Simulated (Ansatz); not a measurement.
Fe (hcp)

Method: r²SCAN, scalar-relativistic; collinear spin; PAW, 500 eV, Γ-centred 18×18×10 mesh, 0.05 eV Gaussian smearing; code Ansatz; PAW files: Ansatz's generated set soft_2.

```cif
data_structure
_symmetry_space_group_name_H-M 'P6_3/mmc'
_symmetry_Int_Tables_number 194
_cell_length_a 2.5408
_cell_length_b 2.5408
_cell_length_c 4.3862
_cell_angle_alpha 90.000
_cell_angle_beta 90.000
_cell_angle_gamma 120.000
_cell_volume 24.52
loop_
_atom_site_label
_atom_site_type_symbol
_atom_site_symmetry_multiplicity
_atom_site_Wyckoff_symbol
_atom_site_fract_x
_atom_site_fract_y
_atom_site_fract_z
_atom_site_occupancy
Fe1 Fe 2 d 0.33333 0.66667 0.75000 1
```

At room temperature and ambient pressure Fe is bcc.

Magnetic state: ferromagnetic, site spin moments Fe 2.92 μB.

Which orbitals carry the states at the Fermi level, and how many states are there?

Within 0.1 eV of it: Fe 3d 91 %, Fe 4s 9 % (shares among the projected shells). The density of states at the Fermi level is about 2.2 states/eV per cell, averaged over 0.3 eV.

Density of states (tetrahedra, averaged over 0.4 eV; states/eV per cell of 2 atoms; energy in eV from the Fermi level; projections on Löwdin-orthogonalised atomic orbitals, summed over sites):

```
    E  total  Fe 3d up  Fe 3d down  Fe 4s
-7.65   0.18      0.00        0.00   0.17
-7.25   0.23      0.01        0.00   0.21
-6.85   0.26      0.01        0.01   0.23
-6.45   0.32      0.03        0.01   0.27
-6.05   0.42      0.07        0.01   0.32
-5.65   1.03      0.57        0.02   0.42
-5.25   1.79      1.33        0.03   0.41
-4.85   2.02      1.61        0.05   0.32
-4.45   2.28      1.90        0.09   0.26
-4.05   2.44      1.98        0.15   0.26
-3.65   2.84      2.23        0.28   0.27
-3.25   3.62      2.86        0.40   0.29
-2.85   3.70      2.79        0.59   0.24
-2.45   2.84      2.09        0.54   0.13
-2.05   4.16      2.48        1.39   0.09
-1.65   4.41      2.46        1.55   0.12
-1.25   2.76      1.54        1.01   0.10
-0.85   1.07      0.17        0.75   0.10
-0.45   1.80      0.13        1.40   0.15
-0.05   2.21      0.11        1.74   0.17
 0.35   1.69      0.09        1.24   0.17
 0.75   1.27      0.08        0.94   0.14
 1.15   1.94      0.06        1.65   0.13
 1.55   1.71      0.05        1.43   0.12
 1.95   1.89      0.04        1.62   0.11
 2.35   2.59      0.03        2.32   0.11
 2.75   2.72      0.03        2.44   0.12
 3.15   1.65      0.03        1.32   0.15
 3.55   0.73      0.02        0.38   0.15
 3.95   0.61      0.02        0.26   0.14
 4.35   0.53      0.01        0.19   0.12
 4.75   0.48      0.01        0.15   0.12
 5.15   0.48      0.01        0.12   0.14
 5.55   0.39      0.01        0.09   0.11
 5.95   0.35      0.01        0.07   0.09
```

The run wasn't fully tested for a lower electronic state. Site moments are of spin, integrated over atomic spheres.
